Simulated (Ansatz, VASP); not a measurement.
**Au: VASP beside Ansatz**

File INCAR:

```
SYSTEM = Au
PREC = Accurate
ENCUT = 520
EDIFF = 1E-6
ISMEAR = -1
SIGMA = 0.06
LREAL = .FALSE.
LASPH = .TRUE.
NELM = 80
ALGO = Normal
ISIF = 2
LWAVE = .FALSE.
LCHARG = .TRUE.
GGA = PE
LELF = .TRUE.
LVHAR = .TRUE.
NBANDS = 12
```

Contents of KPOINTS:

```
regular mesh
0
G
  12 12 12
  0 0 0
```

The input POSCAR:

```
Au
1.0
    0.0000000000      2.0769770000      2.0769770000
    2.0769770000      0.0000000000      2.0769770000
    2.0769770000      2.0769770000      0.0000000000
Au
1
Direct
    0.0000000000      0.0000000000      0.0000000000
```

Input for Ansatz:

```yaml
crystal:
  atoms:
  - position: [0.0, 0.0, 0.0]
    symbol: Au
  lattice:
  - [0.0, 2.076977, 2.076977]
  - [2.076977, 0.0, 2.076977]
  - [2.076977, 2.076977, 0.0]
hamiltonian:
  dispersion: none
  pseudopotentials:
    kind: all_electron
    lapw: {}
    relativity: scalar
  xc: pbe
kpoints:
  mp_grid:
    grid: [12, 12, 12]
    shift: [0, 0, 0]
magnetization: {spin_polarized: false}
output: {forces: true, stress: true}
scf:
  occupations: {method: fermi_dirac, width: 0.06}
```

Alike in both runs: task single point; functional PBE; k mesh 12 × 12 × 12; occupations fermi-dirac, width 0.06 eV; no spin polarisation.

|  | VASP | Ansatz |
| --- | --- | --- |
| version | VASP 6.6.1 | Ansatz 0.2 development build |
| potentials or method | VASP PAW PBE potentials, release 64 (Au) | all-electron full-potential LAPW, scalar-relativistic |
| plane-wave cutoff (eV) | 520 | see its input |

Ansatz gave:

* pressure (GPa): 0.5

Problem. What did VASP give for the same quantities?

Solution. Pressure (GPa): 0.3.

Ansatz ran all-electron here, so the differences hold the error of VASP's frozen core and of both bases.

Spin-orbit coupling is left out, which matters for the levels of Au.
